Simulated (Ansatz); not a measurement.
**All-electron card of TaN**

```xyz
2
Lattice="0.0000 2.1790 2.1790 2.1790 0.0000 2.1790 2.1790 2.1790 0.0000" Properties=species:S:1:pos:R:3 pbc="T T T"
Ta    2.1790    2.1790    2.1790
N     0.0000    0.0000    0.0000
```

Atom numbers follow the list: Ta1, N2.

The geometry is COD entry 2310957, unchecked; take it as a test cell.

Spin–orbit coupling is left out, though it moves levels of the heavy atoms by tenths of an eV or more.

All numbers are computed: DFT, PBE, all-electron LAPW, scalar-relativistic (Ansatz 0.2.0); DFT, PBE, PAW with Ansatz's default frozen-core files, scalar-relativistic (Ansatz 0.2.0).

For LAPW: a Γ-centred 9×9×9 k mesh, Fermi–Dirac smearing of 0.02 eV, basis error target 0.5 meV/atom, no spin polarisation. PAW takes a cutoff of 420 eV at this cell. The Ansatz runs share mesh, smearing and spin set-up. Values come from LAPW unless marked.

| Quantity | Value |
| --- | --- |
| Pressure at this cell | 14.51 GPa |
| Band gap | none: bands cross the Fermi level, a metal |
| Density of states at the Fermi level (0.2 eV bin) | 0.65 states/eV per cell |
| Löwdin charges (with 0.07 e of the cell spilling out of the atomic basis, so their sizes and signs hang on that basis) | Ta1 0.77, N2 -0.70 e |
| Bader charges (from the PAW run) | Ta1 +1.87, N2 -1.87 e |
| Volume per atom | 10.35 Å³ |
